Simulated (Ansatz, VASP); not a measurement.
# TiAl in VASP and in Ansatz

Contents of INCAR:

```
SYSTEM = TiAl
PREC = Accurate
ENCUT = 520
EDIFF = 1E-6
ISMEAR = 0
SIGMA = 0.15
LREAL = .False.
LASPH = .True.
NELM = 100
ALGO = Fast
ISIF = 2
LWAVE = .False.
LCHARG = .False.
GGA = CA
NBANDS = 14
```

File KPOINTS:

```
Automatic mesh
0
Gamma
  21 21 10
  0 0 0
```

Contents of POSCAR:

```
TiAl
1.0
    2.9532800997      0.0000000000      0.0000000000
   -1.4766400498      2.5576155908      0.0000000000
    0.0000000000      0.0000000000      4.5377405100
Ti Al
1 1
Direct
    0.0000000000      0.0000000000      0.0000000000
    0.3333333333      0.6666666667      0.5000000000
```

Input for Ansatz:

```yaml
crystal:
  lattice:
    - [2.9532800997, 0.0, 0.0]
    - [-1.4766400498, 2.5576155908, 0.0]
    - [0.0, 0.0, 4.53774051]
  atoms:
    - { symbol: Ti, position: [0.0, 0.0, 0.0] }
    - { symbol: Al, position: [0.3333333333, 0.6666666667, 0.5] }
basis:
  ecutwfc: 420
kpoints:
  mp_grid: { grid: [21, 21, 10] }
hamiltonian:
  xc: lda
scf:
  occupations: { method: gaussian, width: 0.15 }
output:
  forces: true
  stress: true
  eigenvalues: true
```

Change from the starting cell: strain +0.030 along x and y, -0.030 along z, atoms carried along.

Alike in both runs: task single point; functional LDA; k mesh 21 × 21 × 10; occupations gaussian, width 0.15 eV; no spin polarisation.

|  | VASP | Ansatz |
| --- | --- | --- |
| version | VASP 6.6.1 | Ansatz 0.2.0 |
| potentials or method | VASP PAW LDA potentials, release 64 (Ti_sv, Al) | scalar-relativistic, plane waves, PAW |
| plane-wave cutoff (eV) | 520 | 420 |
| valence electrons in the cell | 15 | 15 |

Ansatz gave:

| Item | Value |
| --- | --- |
| gap on the k mesh at the Fermi level (eV) | none |
| pressure (GPa) | -7.8 |
| largest component of the traceless stress (GPa) | 3.31 |

**Question.** What did VASP give for the same quantities?

**Answer.** gap on the k mesh at the Fermi level (eV): none; pressure (GPa): -7.7; largest component of the traceless stress (GPa): 3.37.

A gap of «none» marks a metal or a gap that the smearing closes.
